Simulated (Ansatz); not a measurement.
Pd:

```
Pd
1.0
     0.00000    1.94650    1.94650
     1.94650    0.00000    1.94650
     1.94650    1.94650    0.00000
Pd
1
Direct
  0.00000 0.00000 0.00000
```

Base run:

| Item | Value |
| --- | --- |
| Program | Ansatz 0.2.0 |
| Functional | RPBE |
| Potentials or basis | Ansatz PAW |
| Cutoff | 420 eV (not typed: the program's choice for these potentials) |
| k mesh | 12 × 12 × 12 |
| Occupations | fermi-dirac, width 0.05 eV |
| Spin | no spin polarisation |

Its results: band gap on the k mesh none (metal or under the smearing width); pressure 11.7 GPa.

Task: After a change of settings the same cell gave: band gap on the k mesh none (metal or under the smearing width); pressure 2.1 GPa. Which change was it?
A. functional from RPBE to r2SCANh; cutoff from 420 eV (not typed: the program's choice for these potentials) to 500 eV (not typed: the program's choice for these potentials); k mesh from 12 × 12 × 12 to 6 × 6 × 6
B. functional from RPBE to r2SCAN; cutoff from 420 eV (not typed: the program's choice for these potentials) to 500 eV (not typed: the program's choice for these potentials)
C. functional from RPBE to HF; k mesh from 12 × 12 × 12 to 6 × 6 × 6
D. functional from RPBE to r2SCAN50; cutoff from 420 eV (not typed: the program's choice for these potentials) to 500 eV (not typed: the program's choice for these potentials); k mesh from 12 × 12 × 12 to 6 × 6 × 6

Result: B.

Caveats: the PAW data sets come from PBE, with cores solved anew for the run's functional, which leaves a small shift of forces and pressure.

Runs at the PBE level aren't shown here.
